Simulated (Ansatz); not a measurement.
SiC (Moissanite) under changes of volume

One of the cells (10.341 Å³/atom); the others are scaled copies at fixed shape and fractional positions:

```
Si C
1.0
     3.07600    0.00000    0.00000
    -1.53800    2.66389    0.00000
     0.00000    0.00000    5.04800
Si C
2 2
Direct
  0.66667 0.33333 0.50000
  0.33333 0.66667 0.00000
  0.66667 0.33333 0.88500
  0.33333 0.66667 0.38500
```

```yaml
Program: Ansatz 0.2.0
Functional: revPBE
Potentials_or_basis: Ansatz PAW
Cutoff: "420 eV (not typed: the program's choice for these potentials)"
k_mesh: 10 × 10 × 5
Occupations: fermi-dirac, width 0.05 eV
Spin: no spin polarisation
```

| volume (Å³/atom) | energy over the lowest point (meV/atom) | pressure (GPa) | gap on the mesh (eV) | largest force (eV/Å) |
| --- | --- | --- | --- | --- |
| 9.721 | ? | ? | ? | ? |
| 9.927 | 33.67 | 16.4 | 2.44 | 0.826 |
| 10.134 | 16.07 | 11.0 | 2.47 | 0.792 |
| 10.341 | 5.04 | 6.1 | 2.51 | 0.759 |
| 10.548 | 0.00 | 1.7 | 2.54 | 0.729 |
| 10.755 | 0.38 | -2.3 | 2.55 | 0.700 |
| 10.961 | 5.69 | -5.9 | 2.52 | 0.672 |

Problem. What does the run at 9.721 Å³/atom give?

Solution. Energy over the lowest point 58.54 meV/atom; pressure 22.3 GPa; gap on the mesh 2.40 eV; largest force 0.862 eV/Å.

Worked out: A Birch-Murnaghan fit of order 3 (a polynomial in V^(-2/3)) to the other rows has its minimum at 10.64 Å³/atom with B0 = V·E''(V) = 208 GPa and B' = 3.8 at fixed shape and positions, which overstates the stiffness. It gives 58.36 meV/atom at 9.721 Å³/atom, against the run's 58.54, and -dE/dV = 22.2 GPa, against 22.3. A parabola through the other rows of the gap, of slope 3.56 eV per unit of ln V there, extrapolates to 2.37 eV, against the run's 2.40.

Energies are extrapolated to zero smearing.

Caveats: odd divisions of the mesh miss points on the zone boundary, where band edges often lie, so the gap on the mesh can be too wide; the PAW data sets come from PBE, with cores solved anew for the run's functional, which leaves a small shift of forces and pressure.

A mesh can miss the band edges.
